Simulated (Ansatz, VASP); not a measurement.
HfSi3: VASP beside Ansatz

```xyz
4
Lattice="5.1022 0.0000 0.0000 0.0000 5.1022 0.0000 0.0000 0.0000 5.1014" Properties=species:S:1:pos:R:3 pbc="T T T"
Hf    2.5511    2.5511    2.5507
Si    0.0000    2.5511    2.5507
Si    2.5511    0.0000    2.5507
Si    2.5511    2.5511    0.0000
```

Alike in both runs: functional PBE; k mesh 4 × 4 × 4; occupations gaussian, width 0.1 eV; no spin polarisation.

Ansatz relaxed the structure, and its values are those at the end. VASP's run is a single point on that final structure, the one shown.

|  | VASP | Ansatz |
| --- | --- | --- |
| version | VASP 6.6.1 | Ansatz 0.2.0 |
| potentials or method | VASP PAW PBE potentials, release 64 (Hf_pv, Si) | scalar-relativistic, plane waves, PAW |
| plane-wave cutoff (eV) | 520 | 420 |
| valence electrons in the cell | 22 | 38 |

Ansatz gave:

| Property | Result |
| --- | --- |
| gap on the k mesh at the Fermi level (eV) | none |
| pressure (GPa) | 0.0 |

Question: Which values does VASP return?

Answer: gap on the k mesh at the Fermi level (eV): none; pressure (GPa): 0.2.

A gap of «none» marks a metal or a gap that the smearing closes. The two sets of potentials don't hold the same shells in valence.

Spin-orbit coupling is left out, which matters for the levels of Hf.
